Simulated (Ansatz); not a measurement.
Runs of Ansatz 0.2.0 on CsSnI3. Symmetry: Pm-3m, No. 221, cubic system. Conventional cell: a = 6.206 Å, b = 6.206 Å, c = 6.206 Å, α = 90.00°, β = 90.00°, γ = 90.00°. Cs (site symmetry m-3m) is surrounded by 12 I at 4.39 Å. I (site symmetry 4/mmm) is surrounded by 2 Sn at 3.10 Å. Sn (site symmetry m-3m) has 6 I at 3.10 Å as nearest neighbours. 

```tsv
task	level	cell	gap on the mesh (eV)	pressure (GPa)	relaxed volume (Å³/atom)
relaxation of cell and atoms	PBE	relaxed	0.50	0.0	50.01
relaxation of cell and atoms	RPBE	relaxed	(a)	0.0	(c)
relaxation of cell and atoms	RPBE+D3(BJ)	relaxed	none	0.0	(b)
relaxation of cell and atoms	RPBE+D4	relaxed	0.39	0.0	48.41
single point	PBE	strained by +1 %	0.30	0.8	-
```

Alike in all rows: potentials or basis Ansatz PAW; no spin polarisation; k mesh 4 × 4 × 4; cutoff (eV) 420; smearing fermi-dirac 0.05 eV.

Fill in the values left out.

(a) 0.80; (b) 37.53; (c) 53.66.

Caveats: the plane-wave basis is chosen anew once the cell has moved, so the energies of steps on either side of that aren't comparable (some runs); spin-orbit coupling is left out, which moves the levels of the heavy elements (some runs); the PAW data sets come from PBE, with cores solved anew for the run's functional, which leaves a small shift of forces and pressure (some runs); the volume moved by over 15 % at a fixed basis, so the end points are rough (some runs); pairwise dispersion overbinds metals, which lowers pressure and volume (some runs); the cell was measured hot, at 500 K (some runs).

A k mesh can miss the band edges, and the runs leave out spin-orbit coupling on Cs, I, Sn.

A gap of «none» marks a metal or a gap under the smearing width.
